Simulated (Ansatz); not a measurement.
Here are 2 structures of GaSb, each relaxed with r2SCAN (Ansatz). No spin polarisation and no zero-point or thermal terms; whether a cell exists isn't addressed.

h-MgO type:
```
Ga Sb
1.0
     4.68863    0.00000    0.00000
    -2.34431    4.06047    0.00000
     0.00000    0.00000    5.91485
Ga Sb
2 2
Direct
  0.33333 0.66667 0.25000
  0.66667 0.33333 0.75000
  0.66667 0.33333 0.25000
  0.33333 0.66667 0.75000
```

zincblende:
```
Ga Sb
1.0
     0.00000    3.06588    3.06588
     3.06588    0.00000    3.06588
     3.06588    3.06588    0.00000
Ga Sb
1 1
Cartesian
  0.0000 0.0000 0.0000
  1.5329 1.5329 1.5329
```

Q: Which is lowest in energy with r2SCAN, and by how much?

A: Among these cells the lowest with r2SCAN is zincblende, 335 meV an atom below the next, h-MgO type. Other structures, not computed here, could lie lower.

Q: Does the order change among the functionals that relaxed these cells?

A: Not for the lowest cell. PBE agrees on the lowest cell. PBE: h-MgO type 245, zincblende 0 meV an atom.

Q: What gaps does r2SCAN give on these cells?

A: h-MgO type: none (overlap 1.86); zincblende: 0.41 d (Γ) (eV; d direct, i indirect).

Q: What gaps does PBE give on these cells?

A: h-MgO type: none (overlap 1.76); zincblende: 0 (eV; d direct, i indirect).

Spin-orbit coupling is left out, which matters wherever the heavy atoms make up the band edges.

Overlapping bands make a metal at that level, for which these meshes are coarse; small forces, stresses and energy differences are uncertain.
